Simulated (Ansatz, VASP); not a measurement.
**Al2O3 (Al2O3 (R-3c)) in two plane-wave programs**

Aim: how closely do two programs agree when they are given the same cell, functional and k mesh? Of the first pair: The cell is taken from a series of runs on this material, whose earlier steps may have relaxed, scaled, displaced or heated it; both programs get it as it stands.

Method: plane waves, with VASP 6.6.1 beside it; PBE, in Ansatz 0.2.0.

### Step 1. The structure

The structure is trigonal, space group R-3c (No. 167). The conventional cell has a = 4.809 Å, b = 4.809 Å, c = 13.125 Å, α = 90.00°, β = 90.00°, γ = 120.00°. Nearest to Al lie 6 O at 1.87 to 1.99 Å. Nearest to O lie 4 Al at 1.87 to 1.99 Å. Farther neighbours and most contacts between anions are not listed.

Coordinates:

```cif
data_structure
_symmetry_space_group_name_H-M 'P 1'
_symmetry_Int_Tables_number 1
_cell_length_a 5.1815
_cell_length_b 5.1815
_cell_length_c 5.1815
_cell_angle_alpha 55.293
_cell_angle_beta 55.293
_cell_angle_gamma 55.293
_cell_volume 87.61
loop_
_atom_site_label
_atom_site_type_symbol
_atom_site_fract_x
_atom_site_fract_y
_atom_site_fract_z
_atom_site_occupancy
Al1 Al 0.64788 0.64788 0.64788 1
Al2 Al 0.85212 0.85212 0.85212 1
Al3 Al 0.14788 0.14788 0.14788 1
Al4 Al 0.35212 0.35212 0.35212 1
O5 O 0.44384 0.05616 0.75000 1
O6 O 0.94384 0.25000 0.55616 1
O7 O 0.05616 0.75000 0.44384 1
O8 O 0.75000 0.44384 0.05616 1
O9 O 0.25000 0.55616 0.94384 1
O10 O 0.55616 0.94384 0.25000 1
```

### Step 2. Ansatz: single point, PBE, pair 1

Ansatz runs on its default PAW (the set named soft_2) files.

With cell and atoms fixed, the geometry can't cause a difference; cores, projectors, grids and the points listed under the comparison can.

Input file input.yaml:

```yaml
crystal:
  lattice:
    - [2.4042800338, 1.3881117247, 4.3749572545]
    - [-2.4042800338, 1.3881117247, 4.3749572545]
    - [0.0, -2.7762234494, 4.3749572545]
  atoms:
    - { symbol: Al, position: [0.6478754361, 0.6478754361, 0.6478754361] }
    - { symbol: Al, position: [0.8521245639, 0.8521245639, 0.8521245639] }
    - { symbol: Al, position: [0.1478754361, 0.1478754361, 0.1478754361] }
    - { symbol: Al, position: [0.3521245639, 0.3521245639, 0.3521245639] }
    - { symbol: O, position: [0.4438356033, 0.0561643967, 0.75] }
    - { symbol: O, position: [0.9438356033, 0.25, 0.5561643967] }
    - { symbol: O, position: [0.0561643967, 0.75, 0.4438356033] }
    - { symbol: O, position: [0.75, 0.4438356033, 0.0561643967] }
    - { symbol: O, position: [0.25, 0.5561643967, 0.9438356033] }
    - { symbol: O, position: [0.5561643967, 0.9438356033, 0.25] }
basis:
  ecutwfc: 420
  xc_grid: 2
hamiltonian:
  xc: pbe
kpoints:
  mp_grid: { grid: [7, 7, 7] }
scf:
  occupations: { method: fermi_dirac, width: 0.01 }
  max_iter: 100
  lower_state_search: "off"
checkpoint:
  write: "../dense.run"
  compress: false
  write_wavefunctions: false
  write_every: 100000
```

The run is started by

```console
> ansatz run input.yaml --threads 32 --pin off --max-ram 131891MiB --backend cpu --events-out ev --progress --plain --runs-dir out
```

Numbers of over 12 decimals in the logs are rounded to 6 here.

The log of the run:

```text
Engine: ansatz 0.2.0, aarch64-unknown-linux-gnu
Pseudopotentials: kind: paw
Pseudopotential: Al, paw, valence charge 3, recommended cutoff 420 eV (normal), Al.paw.azcp
Pseudopotential: O, paw, valence charge 6, recommended cutoff 420 eV (normal), O.paw.azcp
Functional definition: PBE
  parameter kappa = 0.804
  parameter beta = 0.066725
  exchange = pbe_x(kappa = kappa, mu = beta*pi^2/3)
  correlation = pbe_c(beta = beta)
Crystal: 10 atoms, lattice volume = 87.606 Å³
Basis set: ecut = 420 eV, 1707 PW (Γ), exchange–correlation on 72×72×72 points (8 copies of the dense FFT grid, shifted against one another)
Bands: 34, of which v1, the nominal top of the filled ones, is band 24 counted from 1 (23 counted from 0)
Symmetry: 12 space group operations
Space group: R-3c (ITA 167), of the structure as read, at distance tolerance 4.4e-5 Å
k-points: 44 of 343
Non-local potential: Al, projectors of the file, l = 0: 2, l = 1: 2, l = 2: 1
Non-local potential: O, projectors of the file, l = 0: 2, l = 1: 2, l = 2: 1
PAW form: soft (Blöchl's): semilocal exchange-correlation on the pseudo side does not see the compensation charge
PAW one-centre angular grid: Al, 110 points (default); XC on 64 Gauss nodes
PAW one-centre angular grid: O, 110 points (default); XC on 64 Gauss nodes
Initial density: superposition of atomic densities (neutral atoms: chi_scale 0, normalization atom), corrected by the library's trained network
Initial wavefunctions: pseudopotential atomic-orbital guess
Functional: x = pbe(κ = 0.804, μ = 0.219515), c = pbe(β = 0.066725)
SCF iter   1: F=—  HF=-5569.606674 eV  |Δ(HF+E_count)|=         —  Δρ=1.67e-3  dr2=1.27e-3  Hψ=7930
preconditioner: auto → Resta (q_TF=auto, 2.468 Å⁻¹)  ε∞=3.5  [insulator: Δε(μ)=5.843 eV  Ē_g=17.227 eV  σ=0.010 eV  W_gap=1.00  n_scr=20 (ndim 8)  ℏωp=27.5 eV  f_vac=0.000  D(μ)=0.00/eV (n_scr^D=0)  ε∞_Penn≈3.5]
SCF iter   2: F=—  HF=-5569.608299 eV  |Δ(HF+E_count)|=   1.63e-3  Δρ=8.68e-4  dr2=2.96e-4  Hψ=3251
SCF iter   3: F=—  HF=-5569.608901 eV  |Δ(HF+E_count)|=   6.02e-4  Δρ=2.23e-4  dr2=2.66e-5  Hψ=2384
automatic band count: iteration 3 solves 33 bands in place of 34: the levels show a gap, and the empty bands left out lie too high to hold charge; the band table lists the bands solved (type scf.n_extra_bands for more)
SCF iter   4: F=—  HF=-5569.608966 eV  |Δ(HF+E_count)|=   6.55e-5  Δρ=5.14e-5  dr2=1.24e-6  Hψ=2138
iter 5 did not close the SCF: its close was put off for the readings that it lacked (scf_convergence_deferred on its scf_iter line)
SCF iter   5: F=-5569.608967 eV  HF=-5569.608967 eV  |Δ(HF+E_count)|=   1.12e-6  Δρ=1.34e-5  dr2=7.81e-8  Hψ=2367
SCF iter   6: F=-5569.608967 eV  HF=-5569.608967 eV  |Δ(HF+E_count)|=   1.48e-8  Δρ=2.60e-6  dr2=3.20e-9  Hψ=3743
SCF 1 converged in 6 iterations: F = -5569.608967 eV  dr2 = 3.20e-9
  greatest PAW one-centre occupation: 0.858 electrons in one spin orbital (limit 2), on the O atom at site 9 (counted from 0), in its partial waves of l = 0
SCF converged after 6 iterations
Free energy (F): -5569.608967 eV
Harris-Foulkes:  -5569.608967 eV  (|F-HF|=1.72e-9)
Internal energy: -5569.608967 eV  (E = F + TS)
E sigma→0 (E₀):  -5569.608967 eV
Fermi energy:    10.288546 eV
--- Per-component energies (eV) ---
  E_band       = 52.927040
  E_kinetic    = 1178.336816
  E_local      = -2008.521019  (includes V_loc(G=0)·N_el)
  E_nonlocal   = 323.391854
  E_hartree    = 743.833727
  E_xc         = -612.292311
  E_vxc        = -695.390115  (∫ρ·V_xc dr)
  E_paw        = -2820.980541  (= ΣΔE_a)
  E_vpaw       = -232.572544  (= ΣTr[D̂ρ^β])
  E_aug_tail   = 0.015143  (compensation charges beyond the density's cutoff)
  E_ewald      = -2373.392638
  E_smearing   = -0.000000  (= −TS)
  E_closure    = 0.000000  (closes the sum)
  Σ components = -5569.608967   (vs F -5569.608967, Δ=0.00e0)
```

### Step 3. VASP: single point, PBE, pair 1

The same cell, functional, mesh and smearing now go to VASP, with its own data sets.

Lines of VASP's logs that name or quote its potential files are left out, and so is its time.

Input file INCAR:

```
SYSTEM = Al2O3
PREC = Accurate
ENCUT = 520
EDIFF = 1E-06
NELM = 120
ISMEAR = -1
SIGMA = 0.01
LREAL = .FALSE.
ALGO = Normal
GGA = PE
NBANDS = 34
LORBIT = 11
LWAVE = .FALSE.
LCHARG = .FALSE.
ISIF = 2
LASPH = .TRUE.
GGA_COMPAT = .FALSE.
EFERMI = MIDGAP
KPAR = 16
```

Input file POSCAR:

```
Al2O3
1.0
    2.4042800338      1.3881117247      4.3749572545
   -2.4042800338      1.3881117247      4.3749572545
    0.0000000000     -2.7762234494      4.3749572545
Al O
4 6
Direct
    0.6478800000      0.6478800000      0.6478800000
    0.8521200000      0.8521200000      0.8521200000
    0.1478800000      0.1478800000      0.1478800000
    0.3521200000      0.3521200000      0.3521200000
    0.4438400000      0.0561600000      0.7500000000
    0.9438400000      0.2500000000      0.5561600000
    0.0561600000      0.7500000000      0.4438400000
    0.7500000000      0.4438400000      0.0561600000
    0.2500000000      0.5561600000      0.9438400000
    0.5561600000      0.9438400000      0.2500000000
```

Input file KPOINTS:

```
Automatic mesh
0
Gamma
7 7 7
0 0 0
```

The projector-augmented-wave data sets are Al and O (PBE family, release 64).

The run is started by

```console
> mpirun -np 16 vasp_std
```

The log of the run:

```text
[banner, memory and clock lines left out]
running   16 mpi-ranks, on    1 nodes
 distrk:  each k-point on    1 cores,   16 groups
 distr:  one band on    1 cores,    1 groups

 POSCAR found type information on POSCAR AlO
 POSCAR found :  2 types and      10 ions
|                                                                             |
|           W    W    AA    RRRRR   N    N  II  N    N   GGGG   !!!           |
|           W    W   A  A   R    R  NN   N  II  NN   N  G    G  !!!           |
|           W    W  A    A  R    R  N N  N  II  N N  N  G       !!!           |
|           W WW W  AAAAAA  RRRRR   N  N N  II  N  N N  G  GGG   !            |
|           WW  WW  A    A  R   R   N   NN  II  N   NN  G    G                |
|           W    W  A    A  R    R  N    N  II  N    N   GGGG   !!!           |
|                                                                             |
|     For optimal performance we recommend to set                             |
|       NCORE = 2 up to number-of-cores-per-socket                            |
|     NCORE specifies how many cores store one orbital (NPAR=cpu/NCORE).      |
|     This setting can greatly improve the performance of VASP for DFT.       |
|     The default, NCORE=1 might be grossly inefficient on modern             |
|     multi-core architectures or massively parallel machines. Do your        |
|     Unfortunately you need to use the default for GW and RPA                |
|     calculations (for HF NCORE is supported but not extensively tested      |
|     yet).                                                                   |
|                                                                             |

 LDA part: xc-table for (Slater+PW92), standard interpolation
 POSCAR, INCAR and KPOINTS ok, starting setup
 FFT: planning ... GRIDC
 FFT: planning ... GRID_SOFT
 FFT: planning ... GRID
 WAVECAR not read
 entering main loop
       N       E                     dE             d eps       ncg     rms          rms(c)
DAV:   1     0.230435667541E+03    0.23044E+03   -0.25296E+04  3000   0.134E+03
DAV:   2    -0.696110839784E+02   -0.30005E+03   -0.28959E+03  3790   0.289E+02
DAV:   3    -0.826801956861E+02   -0.13069E+02   -0.13020E+02  3824   0.627E+01
DAV:   4    -0.827848565845E+02   -0.10466E+00   -0.10459E+00  3728   0.644E+00
DAV:   5    -0.827861699978E+02   -0.13134E-02   -0.13131E-02  3790   0.721E-01    0.174E+01
DAV:   6    -0.747446767046E+02    0.80415E+01   -0.29907E+01  3614   0.292E+01    0.590E+00
DAV:   7    -0.747897372930E+02   -0.45061E-01   -0.81278E-01  3642   0.456E+00    0.326E+00
DAV:   8    -0.748074218631E+02   -0.17685E-01   -0.85991E-02  3614   0.229E+00    0.680E-01
DAV:   9    -0.748115601038E+02   -0.41382E-02   -0.20269E-02  3838   0.785E-01    0.310E-01
DAV:  10    -0.748122481251E+02   -0.68802E-03   -0.86112E-04  3374   0.178E-01    0.721E-02
DAV:  11    -0.748122031039E+02    0.45021E-04   -0.39534E-04  3746   0.113E-01    0.224E-02
DAV:  12    -0.748122058899E+02   -0.27860E-05   -0.23995E-05  3582   0.293E-02    0.606E-03
DAV:  13    -0.748122052996E+02    0.59032E-06   -0.40808E-06  3674   0.112E-02
   1 F= -.74812205E+02 E0= -.74812205E+02  d E =0.000000E+00
```

Parts of OUTCAR (step 3):

```text
ion  position               nearest neighbor table
   1  0.648  0.648  0.648-   9 1.87  10 1.87   6 1.87   7 1.99   8 1.99   5 1.99   2 2.68   4 2.82
                             4 2.82   4 2.82   2 3.25   2 3.25   2 3.25
   2  0.852  0.852  0.852-   6 1.87  10 1.87   9 1.87   7 1.99   8 1.99   5 1.99   1 2.68   3 2.82
                             3 2.82   3 2.82   1 3.25   1 3.25   1 3.25
   3  0.148  0.148  0.148-   7 1.87   5 1.87   8 1.87   6 1.99   9 1.99  10 1.99   4 2.68   2 2.82
                             2 2.82   2 2.82   4 3.25   4 3.25   4 3.25
   4  0.352  0.352  0.352-   8 1.87   5 1.87   7 1.87   6 1.99   9 1.99  10 1.99   3 2.68   1 2.82
                             1 2.82   1 2.82   3 3.25   3 3.25   3 3.25
   5  0.444  0.056  0.750-   3 1.87   4 1.87   1 1.99   2 1.99
   6  0.944  0.250  0.556-   2 1.87   1 1.87   3 1.99   4 1.99
   7  0.056  0.750  0.444-   3 1.87   4 1.87   1 1.99   2 1.99
   8  0.750  0.444  0.056-   4 1.87   3 1.87   1 1.99   2 1.99
   9  0.250  0.556  0.944-   1 1.87   2 1.87   3 1.99   4 1.99
  10  0.556  0.944  0.250-   1 1.87   2 1.87   3 1.99   4 1.99

  LATTYP: Found a trigonal (rhomboedric) cell.
 ALAT       =     5.1814734989
 COS(alpha) =     0.5693806581

 Subroutine GETGRP returns: Found 12 space group operations
 (whereof  6 operations were pure point group operations)

The static configuration has the point symmetry S_6 .
 The point group associated with its full space group is D_3d.

 Found     44 irreducible k-points:

   k-points           NKPTS =     44   k-points in BZ     NKDIM =     44   number of bands    NBANDS=     34

   dimension x,y,z NGX =    40 NGY =   40 NGZ =   40
   dimension x,y,z NGXF=    80 NGYF=   80 NGZF=   80

   ENCUT  =  520.0 eV  38.22 Ry    6.18 a.u.   9.63  9.63  9.63*2*pi/ulx,y,z

   NELECT =      48.0000    total number of electrons

 k-points in reciprocal lattice and weights: Automatic mesh
   0.00000000  0.00000000  0.00000000       0.003
   0.14285714 -0.00000000  0.00000000       0.017
   0.28571429  0.00000000  0.00000000       0.017
   0.42857143  0.00000000  0.00000000       0.017
   0.14285714  0.14285714  0.00000000       0.017
   0.28571429  0.14285714  0.00000000       0.035
   0.42857143  0.14285714 -0.00000000       0.035
  -0.42857143  0.14285714 -0.00000000       0.035
  -0.28571429  0.14285714  0.00000000       0.035
[...]
0.42857143  0.42857143  0.42857143       0.006
  -0.42857143  0.42857143  0.42857143       0.017

 average (electrostatic) potential at core
       1 -71.9147       2 -71.9147       3 -71.9147       4 -71.9147       5 -67.3602
       6 -67.3602       7 -67.3602       8 -67.3602       9 -67.3602      10 -67.3602

 E-fermi :   8.7222

 k-point     1 :       0.0000    0.0000    0.0000
  band No.  band energies     occupation
    ...
     20       5.3407      2.00000
     21       5.3407      2.00000
     22       5.7678      2.00000
     23       5.7678      2.00000
     24       5.7980      2.00000
     25      11.6463      0.00000
     26      14.7018      0.00000
     27      16.1620      0.00000
     28      17.0632      0.00000
     29      17.0632      0.00000
    ...

 k-point     2 :       0.1429   -0.0000    0.0000
  band No.  band energies     occupation
    ...
     20       5.0846      2.00000
     21       5.1867      2.00000
     22       5.5130      2.00000
     23       5.7450      2.00000
     24       5.7673      2.00000
     25      12.1284      0.00000
     26      15.0760      0.00000
     27      15.8382      0.00000
     28      16.8297      0.00000
     29      16.8689      0.00000
    ...

 k-point     3 :       0.2857    0.0000    0.0000
  band No.  band energies     occupation
    ...
     20       4.4842      2.00000
     21       5.0471      2.00000
     22       5.3413      2.00000
     23       5.6337      2.00000
     24       5.6711      2.00000
     25      13.2014      0.00000
     26      15.4231      0.00000
     27      15.7853      0.00000
     28      16.1948      0.00000
     29      16.3493      0.00000
    ...

  Total       -0.0689872     -0.0689872     -0.1039830      0.0000000     -0.0000000      0.0000000
  in kB       -1.2616666     -1.2616666     -1.9016841      0.0000000     -0.0000000      0.0000000
  external PRESSURE =      -1.4750058 kB  Pullay stress =       0.0000000 kB

  energy-cutoff  :      520.00
  volume of cell :       87.61
      direct lattice vectors                 reciprocal lattice vectors
     2.404280034  1.388111725  4.374957254     0.207962464  0.120067185  0.076191221
    -2.404280034  1.388111725  4.374957254    -0.207962464  0.120067185  0.076191221
     0.000000000 -2.776223449  4.374957254     0.000000000 -0.240134369  0.076191221

 POSITION                                       TOTAL-FORCE (eV/Angst)
 -----------------------------------------------------------------------------------
      0.00000      0.00000      8.50334        -0.000000     -0.000000     -0.008904
      0.00000      0.00000     11.18397        -0.000000     -0.000000      0.008904
      0.00000      0.00000      1.94091        -0.000000     -0.000000     -0.008904
      0.00000      0.00000      4.62153        -0.000000     -0.000000      0.008904
      0.93209     -1.38811      5.46870        -0.001958     -0.000000     -0.000000
      1.66819      0.11316      7.65618        -0.000979     -0.001696     -0.000000
     -1.66819     -0.11316      5.46870         0.000979      0.001696     -0.000000
      0.73609      1.50127      5.46870         0.000979     -0.001696     -0.000000
     -0.73609     -1.50127      7.65618        -0.000979      0.001696     -0.000000
     -0.93209      1.38811      7.65618         0.001958     -0.000000     -0.000000
 -----------------------------------------------------------------------------------
    total drift:                                0.000000      0.000000      0.000000

  FREE ENERGIE OF THE ION-ELECTRON SYSTEM (eV)
  ---------------------------------------------------
  free  energy   TOTEN  =       -74.8122052996 eV

  energy  without entropy=      -74.8122052996  energy(sigma->0) =      -74.81220530

 total charge
# of ion       s       p       d       tot
------------------------------------------
    1        0.307   0.386   0.000   0.693
    2        0.307   0.386   0.000   0.693
    3        0.307   0.386   0.000   0.693
    4        0.307   0.386   0.000   0.693
    5        1.546   3.625   0.000   5.171
    6        1.546   3.625   0.000   5.171
    7        1.546   3.625   0.000   5.171
    8        1.546   3.625   0.000   5.171
    9        1.546   3.625   0.000   5.171
   10        1.546   3.625   0.000   5.171
--------------------------------------------------
tot         10.506  23.292   0.000  33.798

[... 3 further parts left out ...]
```

The gap is read on the k-mesh alone, so it is an upper bound where the band edges lie off the mesh.

### Step 4. Side by side

Known differences besides the potentials themselves: the cutoff is 420 eV in Ansatz and 520 eV in VASP. Total energies have different zeros and are not compared.

Compared:

```
              quantity  Ansatz   VASP  difference
gap on the k mesh (eV)   5.852  5.848      +0.003
```

A gap on the mesh is an upper bound, since the band edges may lie between its points.

(Continued in part 2 of 2.)

[Lines on the potential files, build, host, timing and source positions are cut from VASP's logs without a mark.]

[Logs are printed without paths, hosts, clocks, repeated set-up lines and the standing remarks that a program may print on its own settings, such as how far it seeks lower states.]

[Hosts, paths, dates, database ids (printed as entryN), source tags and the programs' standing remarks are cut or masked in the printed files.]
